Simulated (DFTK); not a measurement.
Here is a DFTK 0.8.2 calculation.

run.jl

```julia
using DFTK
using PseudoPotentialData
using Unitful, UnitfulAtomic
using LinearAlgebra, Printf
include("save.jl")
disable_threading()

# lattice vectors are the columns
lattice = austrip(1u"Å") * [           0.0        1.89785        1.89785;
                  1.89785            0.0        1.89785;
                  1.89785        1.89785            0.0]
symbols   = [:Rh]
positions = [[0.0, 0.0, 0.0]]
pseudopotentials = PseudoFamily("dojo.nc.sr.pbe.v0_4_1.standard.upf")
elements = Dict(s => ElementPsp(s, pseudopotentials) for s in unique(symbols))
atoms    = [elements[s] for s in symbols]

build_model(lattice, positions; symmetries=true) =
    model_DFT(lattice, atoms, positions;
              functionals=PBE(),
              temperature=austrip(0.05u"eV"),
              smearing=Smearing.FermiDirac(),
              kinetic_blowup=BlowupCHV(),
              symmetries)
Ecut  = 51.0  # hartree
kgrid = [8, 8, 8]
tol   = 1e-6
to_GPa = ustrip(uconvert(u"GPa", 1u"hartree/bohr^3"))

model0 = build_model(lattice, positions)
model  = model0
basis0 = PlaneWaveBasis(model; Ecut, kgrid)
display(basis0)
results["steps"] = []
previous = Ref{Any}(nothing)
n = 1
w = 3sqrt(n)  # weight of the strain variables
pressure = 5.0 / to_GPa  # target
unpack(x) = (DFTK.voigt_strain_to_full(x[3n+1:end] / w) * lattice, [lattice \ x[3i-2:3i] for i in 1:n])

function energy_gradient(x)
    cell, pos = unpack(x)
    model = build_model(cell, pos; symmetries=model0.symmetries)
    basis = PlaneWaveBasis(model; Ecut, kgrid, basis0.fft_size)
    ρ0 = isnothing(previous[]) ? guess_density(basis) : previous[].ρ * previous[].basis.dvol / basis.dvol
    scfres = self_consistent_field(basis;
                                   tol,
                                   ρ=ρ0,
                                   nbandsalg=AdaptiveBands(model; n_bands_converge=13),
                                   callback=identity)
    previous[] = scfres
    forces = compute_forces_cart(scfres)
    G = -vcat([lattice' \ (cell' * f) for f in forces]...)
    stress = compute_stresses_cart(scfres)
    σ = (stress + pressure * I) / DFTK.voigt_strain_to_full(x[3n+1:end] / w)'
    G = vcat(G, model.unit_cell_volume * DFTK.full_stress_to_voigt((σ + σ') / 2) / w)
    @printf "step %3d  F = %.8f Ha  max force = %.5f eV/Å  p = %8.4f GPa  V = %.4f Å^3  SCF %d\n" length(results["steps"]) scfres.energies.total ustrip(auconvert(u"eV/Å", maximum(norm, forces))) (-tr(stress) / 3 * to_GPa) ustrip(auconvert(u"Å^3", model.unit_cell_volume)) scfres.n_iter
    push!(results["steps"], Dict("total" => scfres.energies.total, "cell" => rows(eachcol(cell)), "frac" => rows(pos), "forces" => rows(forces), "n_iter" => scfres.n_iter, "stress" => rows(eachrow(stress))))
    scfres.energies.total + pressure * model.unit_cell_volume, G
end

x0 = vcat([lattice * p for p in positions]..., zeros(6))
gtol = 2e-4
function bfgs(x; maxsteps, maxmove=0.3)
    H = Matrix(0.3I, length(x), length(x))  # start Hessian, hartree/bohr^2
    _, g = energy_gradient(x)
    for step in 1:maxsteps
        maximum(abs, g) < gtol && return x, true
        λ, V = eigen(Symmetric(H))
        dx = -V * ((V' * g) ./ abs.(λ))
        dx *= min(1, maxmove / maximum(abs, dx))
        x += dx
        _, gnew = energy_gradient(x)
        dg, Hdx = gnew - g, H * dx
        H += dg * dg' / dot(dg, dx) - Hdx * Hdx' / dot(dx, Hdx)
        g = gnew
    end
    x, maximum(abs, g) < gtol
end
x, relaxed = bfgs(x0; maxsteps=30)
println(relaxed ? "Gradient converged" : "Stopped without reaching the gradient tolerance")
scfres = previous[]
cell, pos = unpack(x)
println("Final lattice vectors (Å)")
display(round.(ustrip.(auconvert.(u"Å", cell')); digits=6))
println("Final reduced positions")
foreach((s, p) -> println(s, "  ", round.(p; digits=6)), symbols, pos)
results["relaxed"] = relaxed
display(scfres.energies)
@printf "Fermi level: %.6f eV\n" ustrip(auconvert(u"eV", something(scfres.εF, NaN)))
forces = compute_forces_cart(scfres)
println("Forces (eV/Å)")
for (s, f) in zip(symbols, forces)
    @printf "%-3s %12.6f %12.6f %12.6f\n" s ustrip.(auconvert.(u"eV/Å", f))...
end
stress = compute_stresses_cart(scfres)
println("Stress (GPa)")
display(round.(stress * to_GPa; digits=4))
println("Levels at the first k-point (eV): ", round.(ustrip.(auconvert.(u"eV", scfres.eigenvalues[1][1:scfres.n_bands_converge])); digits=4))
save_scf!(scfres; forces, stress)
```

Potentials or basis: dojo.nc.sr.pbe.v0_4_1.standard.upf (PBE).

The run is started by

```sh
$ julia --threads=1 run.jl  # save.jl only writes the numbers to a file and isn't shown; printed stress counts tension as positive; times include loading and compiling
```

(1) Predict the space group after relaxing (to 0.05 Å).

(2) Predict the relaxed volume.

## Answers

(1) Fm-3m (No. 225).

(2) 13.85 Å³/atom.
